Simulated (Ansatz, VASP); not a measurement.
# Two plane-wave programs on Os

```xyz
2
Lattice="2.7509 0.0000 0.0000 -1.3754 2.3823 0.0000 0.0000 0.0000 4.3547" Properties=species:S:1:pos:R:3 pbc="T T T"
Os    0.0000    1.5882    1.0887
Os    1.3754    0.7941    3.2660
```

Alike in both runs: functional PBE; k mesh 9 × 9 × 6; occupations gaussian, width 0.1 eV; no spin polarisation.

Ansatz relaxed the structure, and its values are those at the end. VASP's run is a single point on that final structure, the one shown.

|  | VASP | Ansatz |
| --- | --- | --- |
| version | VASP 6.6.1 | Ansatz 0.2.0 |
| potentials or method | VASP PAW PBE potentials, release 64 (Os) | scalar-relativistic, plane waves, PAW |
| plane-wave cutoff (eV) | 520 | 420 |
| valence electrons in the cell | 16 | 32 |

Ansatz gave:

```
gap on the k mesh at the Fermi level (eV) : none
pressure (GPa)                            : 0.0
```

**Question.** Which values does VASP return?

**Answer.** gap on the k mesh at the Fermi level (eV): none; pressure (GPa): -0.2.

A gap of «none» marks a metal or a gap that the smearing closes. The functional is the same, so the differences come from potentials, cutoffs and numerics. The two sets of potentials don't hold the same shells in valence.

The runs have no spin-orbit coupling, so splittings on Os are missing.
